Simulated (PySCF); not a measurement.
**Electronic absorption of 1,3-cyclopentadiene**

1,3-cyclopentadiene, C5H6.
InChI=1S/C5H6/c1-2-4-5-3-1/h1-4H,5H2

Level of theory: TDDFT CAM-B3LYP/aug-cc-pVTZ, vertical, gas phase, core orbitals frozen in the response in PySCF. Isolated species at its PBE0-D3(BJ)/def2-TZVP geometry, gas phase.

Problem. List the vertical singlet excitations with oscillator strengths and describe the spectrum.

Solution. 

```tsv
state	E (eV)	λ (nm)	f	|μ| (D)	symmetry	main configurations (H = HOMO, L = LUMO)
S1	5.16	240.1	0.084	2.07	B1 or B2	H→L+1 (97%)
S2	5.55	223.4	0.0000	0.01	–	H→L (92%)
S3	6.14	202.0	0.035	1.22	B1 or B2	H→L+2 (90%)
S4	6.20	199.9	0.0000	0.01	–	H→L+3 (92%)
S5	6.32	196.3	0.047	1.41	B1 or B2	H→L+4 (90%)
S6	6.73	184.3	0.0000	0.01	–	H→L+6 (79%)
S7	6.78	182.7	0.0004	0.13	–	H→L+5 (86%), H→L+10 (8%)
S8	6.92	179.2	0.0008	0.18	–	H-1→L+1 (45%), H→L+9 (23%), H→L+11 (13%)
S9	7.01	176.9	0.0000	0.01	–	H→L+7 (83%)
S10	7.47	166.0	0.0082	0.54	B1 or B2	H→L+8 (94%)
```

Triplets (Tamm–Dancoff): T1 3.16 eV, H→L+1 (92%); T2 5.02 eV, H-1→L+1 (48%), H→L+22 (16%), H→L+11 (12%); T3 5.52 eV, H→L (90%); T4 6.12 eV, H→L+2 (88%).

The lowest singlet lies at 5.16 eV (240 nm, ultraviolet) and is of moderate strength; its leading configuration is HOMO→LUMO+1 (97%). The lowest level is also the most intense of those listed (f = 0.084). Löwdin shares by element: HOMO carbon 80% or more (atoms not listed hold the other 20%); LUMO hydrogen 66% or more (atoms not listed hold the other 34%). Of the 10 states listed, 3 reach f = 0.01 and 5 stay under 0.0005. Weighted by f, the mean energy of these states is 5.79 eV. The oscillator strengths of these states sum to 0.175; summed over the whole spectrum of an exact calculation they would give the number of electrons, 36 (Thomas–Reiche–Kuhn). Symmetry labels in C2v follow from the direction of the transition dipole and are given only for states with f of 0.002 or more; B1 and B2 swap with the choice of axes. Singlets were solved by full linear response, triplets in the Tamm–Dancoff approximation.
